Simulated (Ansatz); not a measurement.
**AgCl: the cell at several levels of theory**

One table from this session's results is given with a row withheld; the runs are named, their logs left out.

The COD entry's cell or inner coordinates are ideal or old and differ from later refinements, so a difference from it is no clean test against experiment.

Code: Ansatz 0.2.0. PAW datasets, plane waves, zero pressure. (Simulation; spin polarisation is off.)

## The structure to begin with

Space group Fm-3m (No. 225), cubic; conventional cell a = 5.470 Å, 20.46 Å³ an atom. Near Ag stand 6 Cl at 2.73 Å; near Cl stand 6 Ag at 2.73 Å.

The structure in full:

```cif
data_structure
_symmetry_space_group_name_H-M 'Fm-3m'
_symmetry_Int_Tables_number 225
_cell_length_a 5.4700
_cell_length_b 5.4700
_cell_length_c 5.4700
_cell_angle_alpha 90.000
_cell_angle_beta 90.000
_cell_angle_gamma 90.000
_cell_volume 163.67
loop_
_atom_site_label
_atom_site_type_symbol
_atom_site_symmetry_multiplicity
_atom_site_Wyckoff_symbol
_atom_site_fract_x
_atom_site_fract_y
_atom_site_fract_z
_atom_site_occupancy
Ag1 Ag 4 a 0.00000 0.00000 0.00000 1
Cl1 Cl 4 b 0.50000 0.00000 0.00000 1
```

The first run:

The input, input.yaml:

```yaml
crystal:
  lattice:
    - [0.0, 2.735, 2.735]
    - [2.735, 0.0, 2.735]
    - [2.735, 2.735, 0.0]
  atoms:
    - { symbol: Ag, position: [0.0, 0.0, 0.0] }
    - { symbol: Cl, position: [0.5, 0.5, 0.5] }
kpoints:
  mp_grid: { grid: [8, 8, 8] }
hamiltonian:
  xc: pbe
scf:
  occupations: { method: fermi_dirac, width: 0.02 }
relax:
  f_tol: 0.005
  cell: {}
output:
  write_density: true
  write_potential: true
  elf: true
  volumetric_format: npy
```

Started as:

```sh
> ansatz run input.yaml --threads 2 --pin off --max-ram 2211MiB --backend cpu --events-out ev --progress --plain --runs-dir out
```

Among the steps run: PBE: cell and atoms; Relaxation with r2SCAN; Relaxation with PBEsol; Relaxing with LDA; Relaxing with HSE06.

One of the session's tables, all rows but one given; the rest of the session is left out.

| level | a (Å) | volume (Å³/atom) |
| --- | --- | --- |
| PBE | 5.611 | 22.078 |
| r2SCAN | 5.546 | 21.327 |
| PBEsol | ? | ? |
| LDA | 5.354 | 19.187 |
| HSE06 | 5.605 | 22.016 |

Q: Estimate the row for PBEsol from the others.

As computed: a (Å): 5.448; volume (Å³/atom): 20.208. In the column «a (Å)» it lies between LDA (5.354) and r2SCAN (5.546).

In words: From the start to the first minimum the volume moved by +7.9 %. The volume runs from LDA (least) to PBE (most), a spread of 15.1 %, or 4.8 % in length if all axes shared it alike. The meshes differ: PBE 8×8×8, r2SCAN 8×8×8, PBEsol 8×8×8, LDA 8×8×8, HSE06 6×6×6.
